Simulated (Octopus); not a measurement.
# AgCl (Chlorargyrite) (Fm-3m) in Octopus: reference runs

Aim: a first look at AgCl (Chlorargyrite) with PBEsol, on the cell as given, then over a range of volumes.

Program: Octopus 16.4. These are calculated values, not measurements. Logs are shortened: lines on timing, memory, paths and dates and some standing lists are left out, and cuts for length are marked.

**Measured values to compare with.**

From a printed reference work, data compilation, for a bulk crystal of AgCl: band gap 3.249 eV (indirect).

How close the calculation comes is told below.

### Step 1. The crystal as given

Symmetry: Fm-3m, No. 225, cubic system. Conventional cell: a = 5.470 Å, b = 5.470 Å, c = 5.470 Å, α = 90.00°, β = 90.00°, γ = 90.00°. Ag (site symmetry m-3m) has 6 Cl at 2.73 Å as nearest neighbours. Around Cl (site symmetry m-3m) lie 6 Ag at 2.73 Å.

### Step 2. Single point, PBEsol

inp

```
CalculationMode = gs
UnitsOutput = eV_Angstrom
PeriodicDimensions = 3
ExperimentalFeatures = yes
PseudopotentialSet = pseudodojo_pbesol
%LatticeParameters
 1*angstrom | 1*angstrom | 1*angstrom
%
%LatticeVectors
 0 | 2.735 | 2.735
 2.735 | 0 | 2.735
 2.735 | 2.735 | 0
%
%ReducedCoordinates
 "Ag" | 0 | 0 | 0
 "Cl" | 0.5 | 0.5 | 0.5
%
%Spacing
 0.13337497*angstrom | 0.13337497*angstrom | 0.13337497*angstrom
%
DerivativesOrder = 8
%KPointsGrid
 8 | 8 | 8
%
KPointsUseSymmetries = yes
XCFunctional = gga_x_pbe_sol + gga_c_pbe_sol
SmearingFunction = fermi_dirac
Smearing = 0.05*eV
ExtraStates = 8
Eigensolver = chebyshev_filter
ConvRelDens = 3e-7
MaximumIter = 120
```

Potentials or basis: pseudodojo_pbesol (PseudoDojo 0.4, PBEsol).

Run with:

```console
$ OMP_NUM_THREADS=1 octopus > out.log
```

out.log:

```text
Running octopus

[... 13 lines left out ...]

Input: [AllElectronType = no]
Input: [PseudopotentialSet = pseudodojo_pbesol]
Reading Coordinates from ReducedCoordinates block

****************************** Species *******************************
  Species 'Ag'
    type             : pseudopotential
    file             : 'Ag.upf'
    file format      : UPF2
    valence charge   : 19.0
    atomic number    :  47
    form on file     : kleinman-bylander
    lmax             : 2
    llocal           : -1
    projectors per l : 2
    total projectors : 6
    application form : kleinman-bylander
    orbitals         : 10
    bound orbitals   : 10

  Species 'Cl'
    type             : pseudopotential
    file             : 'Cl.upf'
    file format      : UPF2
    valence charge   : 7.0
    atomic number    :  17
    form on file     : kleinman-bylander
    lmax             : 2
    llocal           : -1
    projectors per l : 2
    total projectors : 6
    application form : kleinman-bylander
    orbitals         :  4
    bound orbitals   :  4

**********************************************************************

***************************** Symmetries *****************************
Space group No.  225
International: Fm-3m
Schoenflies: Oh^5
Info: The system has    48 symmorphic symmetries that can be used.
  Index                Rotation matrix                      Fractional translations
    1 :     1   0   0     0   1   0     0   0   1      0.000000    0.000000    0.000000
    2 :    -1   0   0     0  -1   0     0   0  -1      0.000000    0.000000    0.000000
    3 :     1   0  -1     1   0   0     1  -1   0      0.000000    0.000000    0.000000
    4 :    -1   0   1    -1   0   0    -1   1   0      0.000000    0.000000    0.000000
    5 :     0   1  -1     1   0  -1     0   0  -1      0.000000    0.000000    0.000000
    6 :     0  -1   1    -1   0   1     0   0   1      0.000000    0.000000    0.000000
[... 40 lines left out ...]
   47 :     0   1  -1    -1   1   0     0   1   0      0.000000    0.000000    0.000000
   48 :     0  -1   1     1  -1   0     0  -1   0      0.000000    0.000000    0.000000
Info: The system also has     0 nonsymmorphic symmetries (not used for electrons).
**********************************************************************

Input: [CurvMethod = curv_affine]
Input: [DerivativesStencil = stencil_stargeneral]

****************************** Lattice *******************************
  Lattice Vectors [A]
    0.000000    2.735000    2.735000
    2.735000    0.000000    2.735000
    2.735000    2.735000    0.000000
  Cell volume =            40.9168 [A^3]
  Reciprocal-Lattice Vectors [A^-1]
   -1.148663    1.148663    1.148663
    1.148663   -1.148663    1.148663
    1.148663    1.148663   -1.148663
  Cell angles [degree]
    alpha =   60.000
    beta  =   60.000
    gamma =   60.000
**********************************************************************

Checking if the generated full k-point grid is symmetric

    29 k-points generated from parameters :
 ---------------------------------------------------
    n =    8    8    8

    s1  =  0.00  0.00  0.00

   index |      weight  |             coordinates              |
       1 |     0.001953 |    0.000000    0.000000    0.000000  |
       2 |     0.015625 |    0.125000    0.000000    0.000000  |
       3 |     0.011719 |    0.125000    0.125000    0.000000  |
       4 |     0.023438 |   -0.125000    0.125000    0.000000  |
       5 |     0.046875 |   -0.125000    0.125000    0.125000  |
       6 |     0.015625 |    0.250000    0.000000    0.000000  |
[... 21 lines left out ...]
      28 |     0.023438 |   -0.375000    0.500000    0.125000  |
      29 |     0.005859 |    0.500000    0.500000    0.000000  |

Input: [SmearingFunction = fermi_dirac]
Input: [SymmetrizeDensity = yes]

******************************* States *******************************
Total electronic charge  =       26.000
Number of states         =       21
States block-size        =        4
**********************************************************************
[... 5 lines left out ...]
Simulation Box:
  Type = parallelepiped
  Lengths [A] = (   3.868,   3.868,   3.868)
Main mesh:
  Spacing [A] = ( 0.133, 0.133, 0.133)    volume/point [A^3] =      0.00168
  # inner mesh =      24389
  # total mesh =      76653
  Grid Cutoff [eV] =  2113.849091    Grid Cutoff [Ry] =   155.365056
**********************************************************************

Input: [StatesPack = yes]
Input: [StatesOrthogonalization = cholesky_serial]

**************************** Theory Level ****************************
Input: [TheoryLevel = kohn_sham]

Exchange-correlation:
  Exchange
    Perdew, Burke & Ernzerhof SOL (GGA)
    [1] J. P. Perdew, A. Ruzsinszky, G. I. Csonka, O. A. Vydrov, G. E. Scuseria, L. A. Constantin, X. Zhou, and K. Burke.,  Phys. Rev. Lett. 100, 136406 (2008)
  Correlation
    Perdew, Burke & Ernzerhof SOL (GGA)
    [1] J. P. Perdew, A. Ruzsinszky, G. I. Csonka, O. A. Vydrov, G. E. Scuseria, L. A. Constantin, X. Zhou, and K. Burke.,  Phys. Rev. Lett. 100, 136406 (2008)

**********************************************************************
[... 5 lines left out ...]
**********************************************************************

Info: FFT grid dimensions       = 29 x 29 x 29
      Total grid size           = 24389 (      0.2 MiB )
      Inefficient FFT grid. A better grid would be: 30 30 30
Input: [FilterPotentials = filter_TS]
Info: Pseudopotential for Ag
  Radii for localized parts:
    local part     =  1.3 A
    non-local part =  1.2 A
    orbitals       =  5.9 A

Info: Pseudopotential for Cl
  Radii for localized parts:
    local part     =  1.2 A
    non-local part =  1.3 A
    orbitals       =  4.2 A

Input: [RelativisticCorrection = non_relativistic]
[... 11 lines left out ...]
      Block       2 contains       4 states:       5 -       8
      Block       3 contains       4 states:       9 -      12
      Block       4 contains       4 states:      13 -      16
      Block       5 contains       4 states:      17 -      20
      Block       6 contains       1 states:      21 -      21
Info: Ground-state allocation done.
Info: Could not find 'restart/gs' directory for restart.
[... 18 lines left out ...]
** Warning:
**   Cannot do LCAO for all states because there are not enough atomic orbitals.
**   Required: 21. Available: 14. 7 orbitals will be randomized.

Info: Unnormalized total charge =     26.001772
Info: Renormalized total charge =     26.000000

** Warning:
**   Symmetrization discrepancy ratio (scalar) =  5.30039E-06

Info: Setting up Hamiltonian.
Info: Performing initial LCAO calculation with     14 orbitals.
Info: Getting Hamiltonian matrix elements.

Eigenvalues [eV]
 #st  Spin   Eigenvalue      Occupation
#k =       1, k = (  0.000000,  0.000000,  0.000000)
   1   --   -86.646033       2.000000
   2   --   -50.206385       2.000000
   3   --   -50.206385       2.000000
   4   --   -50.205847       2.000000
   5   --   -13.531908       2.000000
   6   --    -0.505991       2.000000
   7   --    -0.505991       2.000000
   8   --    -0.505450       2.000000
   9   --     0.493306       2.000000
  10   --     0.493306       2.000000
  11   --     0.493757       2.000000
  12   --     0.568233       2.000000
  13   --     0.568233       2.000000
  14   --     3.503081       2.000000
#k =       2, k = (  0.125000,  0.000000,  0.000000)
   1   --   -86.593908       2.000000
   2   --   -50.190029       2.000000
   3   --   -50.189556       2.000000
   4   --   -50.077011       2.000000
   5   --   -13.429002       2.000000
   6   --    -0.708611       2.000000
   7   --    -0.551953       2.000000
   8   --    -0.551459       2.000000
   9   --     0.841089       2.000000
  10   --     0.841548       2.000000
  11   --     1.102313       2.000000
  12   --     1.195759       2.000000
  13   --     1.195826       2.000000
  14   --     4.229212       2.000000
[... 27 further k-points ...]
Fermi energy =     9.772310 eV
Generating random wavefunctions for states       15 and above
Orthogonalizing wavefunctions.
Info: Ground-state restart information will be written to 'restart/gs'.
Info: SCF using complex wavefunctions.
Info: Starting SCF iteration.

** Warning:
**   Symmetrization discrepancy ratio (scalar) =  1.09032E-02

*********************** SCF CYCLE ITER #    1 ************************
 etot  = -4.63643279E+03 abs_ev   =  7.07E+01 rel_ev   =  1.41E-01
 ediff =        1.70E+02 abs_dens =  7.02E-01 rel_dens =  2.70E-02
Matrix vector products: 725
Converged eigenvectors: 0

#  State  KPoint  Eigenvalue [eV]  Occupation    Error
      1       1      -86.647413    2.000000   ( 3.4E-07)
      1       2      -86.647394    2.000000   ( 1.4E-05)
      1       3      -86.647387    2.000000   ( 2.3E-05)
      1       4      -86.647365    2.000000   ( 2.6E-05)
      1       5      -86.647350    2.000000   ( 2.7E-05)
      1       6      -86.647347    2.000000   ( 2.3E-05)
      1      10      -86.647325    2.000000   ( 2.0E-05)
      1       7      -86.647318    2.000000   ( 3.1E-05)

  [output of 360 eigenvalues skipped: maximum error = 3.9E-02]
[... 21 lines left out ...]
     21      24       21.136198    0.000000   ( 1.4E-01)
     21      27       21.462103    0.000000   ( 1.3E-01)
     21      21       21.481361    0.000000   ( 1.5E-01)
     21      28       21.554588    0.000000   ( 1.4E-01)
     21      29       21.874935    0.000000   ( 1.7E-01)
     21       9       21.912439    0.000000   ( 1.4E-01)
     21      14       22.088372    0.000000   ( 1.5E-01)
     21       1       22.105554    0.000000   ( 8.3E-02)

Density of states:

--------------------------------------------------------%-------------
-----------------------%--------------------------------%-------------
-----------------------%--------------------------------%-------------
-----------------------%--------------------------------%-------------
-----------------------%------------------------------%-%-------------
-----------------------%------------------------------%%%-----%-------
-----------------------%------------------------------%%%-----%--%----
%----------------------%-----------------------%-----%%%%-----%--%-%--
%----------------------%-----------------------%-----%%%%--%-%%%-%%%%-
%----------------------%-----------------------%-----%%%%--%%%%%%%%%%%
                                                         ^

Fermi energy =     2.981998 eV

**********************************************************************

*********************** SCF CYCLE ITER #    2 ************************
 etot  = -4.66039469E+03 abs_ev   =  7.38E+00 rel_ev   =  1.45E-02
 ediff =        8.81E-01 abs_dens =  2.47E-01 rel_dens =  9.50E-03
Matrix vector products: 725
Converged eigenvectors: 0
[... 127 lines left out ...]
*********************** SCF CYCLE ITER #   13 ************************
 etot  = -4.66088226E+03 abs_ev   =  5.90E-05 rel_ev   =  1.16E-07
 ediff =        1.48E-06 abs_dens =  1.95E-06 rel_dens =  7.48E-08
Matrix vector products: 725
Converged eigenvectors: 29

#  State  KPoint  Eigenvalue [eV]  Occupation    Error
      1       1      -87.368901    2.000000   ( 2.8E-08)
      1       2      -87.368882    2.000000   ( 2.6E-08)
      1       3      -87.368876    2.000000   ( 2.7E-08)
      1       4      -87.368855    2.000000   ( 2.6E-08)
      1       5      -87.368840    2.000000   ( 2.5E-08)
      1       6      -87.368837    2.000000   ( 2.4E-08)
      1      10      -87.368816    2.000000   ( 2.6E-08)
      1       7      -87.368810    2.000000   ( 2.5E-08)

  [output of 360 eigenvalues skipped: maximum error = 2.5E-07]
[... 21 lines left out ...]
     21      14       19.081124    0.000000   ( 4.6E-02)
     21      17       19.127764    0.000000   ( 2.6E-02)
     21      23       19.172077    0.000000   ( 5.1E-02)
     21      20       19.300250    0.000000   ( 5.5E-02)
     21      18       19.306535    0.000000   ( 3.1E-02)
     21       8       19.530968    0.000000   ( 6.2E-02)
     21      25       19.646566    0.000000   ( 3.6E-02)
     21       7       19.851991    0.000000   ( 3.6E-02)

Density of states:

-----------------------%----------------------------------------------
-----------------------%----------------------------------------------
-----------------------%-------------------------------%%%------------
-----------------------%-------------------------------%%%------------
-----------------------%-------------------------------%%%------------
-----------------------%-------------------------------%%%-----%------
-----------------------%-------------------------------%%%-----%---%--
%----------------------%------------------------%------%%%-----%--%%%-
%----------------------%------------------------%------%%%--%-%%%%%%%-
%----------------------%------------------------%-----%%%%%-%%%%%%%%%%
                                                          ^

Fermi energy =     2.905608 eV

**********************************************************************

Info: SCF converged in   13 iterations

** Warning:
**   Some of the states are not fully converged!

Info: Number of matrix-vector products:       9425
Info: Finished writing information to 'restart/gs'.

Octopus emitted 17 warnings.
```

Run time: 4.2 min. Hardware: 1 thread of Arm Neoverse V2, shared host; peak memory 0.86 GiB.

What came out:

- Free energy: -4660.8822 eV
- Band gap on the k mesh: 0.73 eV, indirect (least direct gap 3.18 eV)

### Step 3. Equation of state, PBEsol, 20.46 Å³/atom

inp, as its differences from that of step 2:

```diff
@@ -32 +32,6 @@
 MaximumIter = 120
+%Output
+ density | cube
+ elf | cube
+ potential | cube
+%
```

Potentials or basis: pseudodojo_pbesol (PseudoDojo 0.4, PBEsol).

Run with:

```console
$ OMP_NUM_THREADS=1 octopus > out.log
```

Wall time 3.4 min (1 thread of Arm Neoverse V2, shared host); peak memory 0.86 GiB.

Results (log left out):

```yaml
Free_energy: -4660.8822 eV
Band_gap_on_the_k_mesh: 0.73 eV, indirect (least direct gap 3.18 eV)
```

(Continued in part 2 of 2.)
